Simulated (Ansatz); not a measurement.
The system is CoO.

```
CELL_PARAMETERS angstrom
1.50547 0.86918 2.43993
-1.50547 0.86918 2.43993
0.00000 -1.73837 2.43993
ATOMIC_POSITIONS crystal
Co 0.00000 0.00000 0.00000
O 0.50000 0.50000 0.50000
```

The cell is a database's computed one.

Base run:

* Program: Ansatz 0.2.0
* Functional: r2SCAN
* Potentials or basis: Ansatz PAW
* Cutoff: 500 eV
* Density cutoff: 2000 eV
* k mesh: 11 × 11 × 11
* Occupations: fermi-dirac, width 0.05 eV
* Spin: collinear spin, ferromagnetic start
* Starting moments: [2.0, 0.0] μB
* Hubbard terms: Co d U = 4 eV

Its results: band gap on the k mesh 2.15 eV, indirect (least direct gap 3.68 eV); pressure 6.3 GPa; net moment 3.00 μB per cell; site moments Co +2.66; O +0.19 μB.

Task: The run is repeated on the same cell with these changes: hubbard terms from Co d U = 4 eV to Co d U = 6 eV. What comes out?

Result: Band gap on the k mesh 2.35 eV, indirect (least direct gap 3.85 eV); pressure 8.7 GPa; net moment 3.00 μB per cell; site moments Co +2.69; O +0.15 μB.

Caveats: the magnetic or orbital state may not be the lowest; odd divisions of the mesh miss points on the zone boundary, where band edges often lie, so the gap on the mesh can be too wide; a cell with one magnetic atom can't hold antiferromagnetic order, which such compounds often take; the PAW data sets come from PBE, with cores solved anew for the run's functional, which leaves a small shift of forces and pressure.

A k mesh can miss the band edges.

Not every run made on this cell is shown here.
